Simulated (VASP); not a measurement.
## ZnSe (strained zincblende): a PBE single-point calculation in VASP

INCAR

```
SIGMA = 0.02
ISIF = 2
LCHARG = .FALSE.
LREAL = .FALSE.
NSW = 0
NELM = 120
ISMEAR = -1
LWAVE = .FALSE.
ENCUT = 520
PREC = Accurate
EDIFF = 1E-7
GGA = PE
NBANDS = 16
IBRION = -1
LASPH = .TRUE.
```

KPOINTS

```
KPOINTS created by Atomic Simulation Environment
0
Gamma
8 8 8
0 0 0
```

KPOINTS_OPT

```
special points
6
Reciprocal
0.0000000000 0.0000000000 0.0000000000 1
-0.5000000000 -0.5000000000 0.0000000000 1
-0.3750000000 -0.3750000000 0.2500000000 1
-0.3750000000 0.0000000000 0.3750000000 1
0.0000000000 0.0000000000 0.5000000000 1
-0.5000000000 -0.2500000000 0.2500000000 1
```

POSCAR

```
Zn Se
 1.0000000000000000
     0.0000000000000000    2.8324206844000002    2.8607448912000000
     2.8324206844000002    0.0000000000000000    2.8607448912000000
     2.8324206844000002    2.8324206844000002    0.0000000000000000
 Zn  Se
   1   1
Cartesian
  0.0000000000000000  0.0000000000000000  0.0000000000000000
  1.4162103422000001  1.4162103422000001  1.4303724456000000
```

VASP ran with the recommended PBE PAW datasets (18 valence electrons in the cell).

Command

```
mpirun -np 1 vasp_std
```

From OUTCAR

```
k-points           NKPTS =     59   k-points in BZ     NKDIM =     59   number of bands    NBANDS=     16

   NELECT =      18.0000    total number of electrons

   dimension x,y,z NGX =    30 NGY =   30 NGZ =   30
   dimension x,y,z NGXF=    60 NGYF=   60 NGZF=   60

  energy-cutoff  :      520.00
  volume of cell :       45.90
      direct lattice vectors                 reciprocal lattice vectors
     0.000000000  2.832420684  2.860744891    -0.176527450  0.176527450  0.174779653
     2.832420684  0.000000000  2.860744891     0.176527450 -0.176527450  0.174779653
     2.832420684  2.832420684  0.000000000     0.176527450  0.176527450 -0.174779653

 k-points in reciprocal lattice and weights: KPOINTS created by Atomic Simulation Env
   0.00000000  0.00000000  0.00000000       0.002
   0.12500000  0.00000000  0.00000000       0.016
   0.25000000  0.00000000  0.00000000       0.016
   0.37500000  0.00000000  0.00000000       0.016
   0.50000000  0.00000000  0.00000000       0.008
   0.12500000  0.12500000  0.00000000       0.004
   0.25000000  0.12500000  0.00000000       0.016
   0.37500000  0.12500000  0.00000000       0.016
   ...

 E-fermi :   1.9465

 k-point     1 :       0.0000    0.0000    0.0000
  band No.  band energies     occupation
      1     -11.6641      2.00000
      2      -4.9775      2.00000
      3      -4.9730      2.00000
      4      -4.9730      2.00000
      5      -4.6133      2.00000
      6      -4.6118      2.00000
      7       1.5160      2.00000
      8       1.5529      2.00000
      9       1.5529      2.00000
     10       2.7964      0.00000
     11       7.3431      0.00000
     12       7.3431      0.00000
     13       7.3473      0.00000
     14      11.4355      0.00000
     15      12.8918      0.00000
     16      13.0724      0.00000

 k-point     2 :       0.1250    0.0000    0.0000
  band No.  band energies     occupation
      1     -11.5650      2.00000
      2      -4.9677      2.00000
      3      -4.9600      2.00000
      4      -4.9573      2.00000
      5      -4.6144      2.00000
      6      -4.6133      2.00000
      7       0.2279      2.00000
      8       1.3759      2.00000
      9       1.4063      2.00000
     10       3.7848      0.00000
     11       7.2805      0.00000
     12       7.5956      0.00000
     13       7.5969      0.00000
     14      12.1352      0.00000
     15      12.2723      0.00000
     16      12.3065      0.00000

 k-point     3 :       0.2500    0.0000    0.0000
  band No.  band energies     occupation
      1     -11.3081      2.00000
      2      -4.9272      2.00000
      3      -4.9228      2.00000
      4      -4.9106      2.00000
      5      -4.6125      2.00000
      6      -4.6122      2.00000
      7      -1.4847      2.00000
      8       1.0496      2.00000
      9       1.0924      2.00000
     10       4.2657      0.00000
     11       7.9411      0.00000
     12       7.9885      0.00000
     13       8.0974      0.00000
     14      11.9387      0.00000
     15      11.9959      0.00000
     16      12.2580      0.00000

 k-point     4 :       0.3750    0.0000    0.0000
  band No.  band energies     occupation
      1     -11.0201      2.00000
      2      -4.9001      2.00000
      3      -4.8948      2.00000
      4      -4.7183      2.00000
      5      -4.6030      2.00000
      6      -4.6009      2.00000
      7      -2.9098      2.00000
      8       0.7652      2.00000
      9       0.8187      2.00000
     10       4.1505      0.00000
     11       7.9550      0.00000
     12       8.0237      0.00000
     13       9.5388      0.00000
     14      11.9622      0.00000
     15      13.0583      0.00000
     16      13.0942      0.00000

 k-point     5 :       0.5000    0.0000    0.0000
  band No.  band energies     occupation
      1     -10.8894      2.00000
      2      -4.8915      2.00000
      3      -4.8857      2.00000
      4      -4.5960      2.00000
      5      -4.5932      2.00000
      6      -4.4569      2.00000
      7      -3.6326      2.00000
      8       0.6563      2.00000
      9       0.7140      2.00000
     10       4.0673      0.00000
     11       7.8855      0.00000
     12       7.9616      0.00000
     13      10.0969      0.00000
     14      12.4709      0.00000
     15      14.5713      0.00000
     16      14.6511      0.00000

 k-point     6 :       0.1250    0.1250    0.0000
  band No.  band energies     occupation
      1     -11.5335      2.00000
      2      -4.9843      2.00000
      3      -4.9435      2.00000
      4      -4.9435      2.00000
      5      -4.6246      2.00000
      6      -4.6051      2.00000
      7       0.2028      2.00000
      8       1.1395      2.00000
      9       1.1395      2.00000
     10       4.2161      0.00000
     11       6.6216      0.00000
     12       8.0035      0.00000
     13       8.0035      0.00000
     14      10.9005      0.00000
     15      12.7083      0.00000
     16      13.2881      0.00000

 k-point     7 :       0.2500    0.1250    0.0000
  band No.  band energies     occupation
      1     -11.3296      2.00000
      2      -4.9657      2.00000
      3      -4.9070      2.00000
      4      -4.9035      2.00000
      5      -4.6297      2.00000
      6      -4.5994      2.00000
      7      -1.0609      2.00000
      8       0.7694      2.00000
      9       0.7907      2.00000
     10       4.9350      0.00000
     11       6.5688      0.00000
     12       8.4104      0.00000
     13       8.5900      0.00000
     14      10.6016      0.00000
     15      13.1077      0.00000
     16      13.6221      0.00000

 k-point     8 :       0.3750    0.1250    0.0000
  band No.  band energies     occupation
      1     -11.0479      2.00000
      2      -4.9118      2.00000
      3      -4.8745      2.00000
      4      -4.7963      2.00000
      5      -4.6108      2.00000
      6      -4.5931      2.00000
      7      -2.4507      2.00000
      8       0.3392      2.00000
      9       0.5151      2.00000
     10       4.9595      0.00000
     11       7.2755      0.00000
     12       8.7108      0.00000
     13       8.7171      0.00000
     14      11.8131      0.00000
     15      13.2666      0.00000
     16      13.7990      0.00000

 k-point     9 :       0.5000    0.1250    0.0000
  band No.  band energies     occupation
      1     -10.8564      2.00000
      2      -4.8896      2.00000
      3      -4.8631      2.00000
      4      -4.6325      2.00000
      5      -4.5939      2.00000
      6      -4.4765      2.00000
      7      -3.4162      2.00000
      8      -0.0193      2.00000
      9       0.4875      2.00000
     10       4.8644      0.00000
     11       7.4001      0.00000
     12       8.4974      0.00000
     13       9.9545      0.00000
     14      12.5139      0.00000
     15      13.9093      0.00000
     16      14.6003      0.00000

 k-point    10 :      -0.3750    0.1250    0.0000
  band No.  band energies     occupation
      1     -10.8983      2.00000
      2      -4.8870      2.00000
      3      -4.8726      2.00000
      4      -4.6475      2.00000
      5      -4.6095      2.00000
      6      -4.5419      2.00000
      7      -3.1774      2.00000
      8      -0.1350      2.00000
      9       0.6945      2.00000
     10       4.8989      0.00000
     11       7.5891      0.00000
     12       8.3229      0.00000
     13       9.6890      0.00000
     14      12.6427      0.00000
     15      12.7945      0.00000
     16      14.5763      0.00000

 k-point    11 :      -0.2500    0.1250    0.0000
  band No.  band energies     occupation
      1     -11.1398      2.00000
      2      -4.9029      2.00000
      3      -4.9017      2.00000
      4      -4.8527      2.00000
      5      -4.6242      2.00000
      6      -4.5908      2.00000
      7      -2.0200      2.00000
      8       0.0665      2.00000
      9       1.0469      2.00000
     10       4.9854      0.00000
     11       7.6985      0.00000
     12       8.1497      0.00000
     13       8.4088      0.00000
     14      11.3034      0.00000
     15      12.8691      0.00000
     16      13.8886      0.00000

 k-point    12 :      -0.1250    0.1250    0.0000
  band No.  band energies     occupation
      1     -11.4115      2.00000
      2      -4.9534      2.00000
      3      -4.9386      2.00000
      4      -4.9269      2.00000
      5      -4.6231      2.00000
      6      -4.6049      2.00000
      7      -0.6855      2.00000
      8       0.6458      2.00000
      9       1.3599      2.00000
     10       4.5864      0.00000
     11       7.0668      0.00000
     12       7.7555      0.00000
     13       8.2896      0.00000
     14      11.2811      0.00000
     15      12.2353      0.00000
     16      13.4124      0.00000

 ...

  Total        0.5422200      0.5422200      0.4434661      0.0000000      0.0000000      0.0000000
  in kB       18.9261136     18.9261136     15.4791227      0.0000000      0.0000000      0.0000000
  external PRESSURE =      17.7771166 kB  Pullay stress =       0.0000000 kB

 POSITION                                       TOTAL-FORCE (eV/Angst)
 -----------------------------------------------------------------------------------
      0.00000      0.00000      0.00000         0.000000      0.000000      0.000000
      1.41621      1.41621      1.43037        -0.000000     -0.000000     -0.000000
 -----------------------------------------------------------------------------------
    total drift:                               -0.000000     -0.000000     -0.000002

  FREE ENERGIE OF THE ION-ELECTRON SYSTEM (eV)
  ---------------------------------------------------
  free  energy   TOTEN  =        -6.0247946826 eV

  energy  without entropy=       -6.0247946826  energy(sigma->0) =       -6.02479468
```

```json
{
 "gap between bands v and c": "1.24 eV",
 "least direct gap": "1.24 eV",
 "pressure": "1.8 GPa"
}
```

Band v is the last that the valence electrons fill when counted band by band, and c is the next.

The run took about 46 s on one core of a shared host (Intel Xeon Platinum 8488C) and held 0.22 GiB at most.
